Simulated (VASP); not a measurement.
Input of a VASP 6.6.1 run:

The input INCAR:

```
ALGO = Normal
EDIFF = 1E-6
ENCUT = 520
GGA = PS
ISIF = 2
ISMEAR = 0
ISPIN = 2
LASPH = True
LCHARG = False
LDAU = True
LDAUJ = 0 0
LDAUL = 2 -1
LDAUPRINT = 1
LDAUTYPE = 2
LDAUU = 3 0
LMAXMIX = 4
LORBIT = 11
LREAL = False
LWAVE = False
MAGMOM = -3.49 2.53 0 0
NBANDS = 31
NELM = 150
PREC = Accurate
SIGMA = 0.05
```

The input KPOINTS:

```
k-points
0
Gamma
  5 5 4
```

The input POSCAR:

```
MnS
1.0
    4.3056791600      0.0000000000      0.0000000000
    0.0000000000      4.3056791600      0.0000000000
    0.0000000000      0.0000000000      5.3605806400
Mn S
2 2
Direct
    0.0000000000      0.5000000000      0.0000000000
    0.5000000000      0.0000000000      0.5000000000
    0.0000000000      0.0000000000      0.2500000000
    0.0000000000      0.0000000000      0.7500000000
```

Potentials or basis: VASP PAW PBE potentials, release 64 (Mn_pv, S).

Run with:

```bash
$ cat potpaw_PBE.64/Mn_pv/POTCAR potpaw_PBE.64/S/POTCAR > POTCAR
$ mpirun -np 1 vasp_std > vasp.out
```

(1) What does it give for the pressure?

(2) What does it give for the net moment?

(3) What does it give for the site moments?

(4) Estimate the band gap on the k mesh.

## Answers

(1) -2.4 GPa.

(2) 0.00 μB per cell.

(3) Mn -4.41, +4.41; S -0.00 μB.

(4) none (metal or under the smearing width).

Caveat: the PAW data sets were made with another functional, which shifts forces and pressure a little.
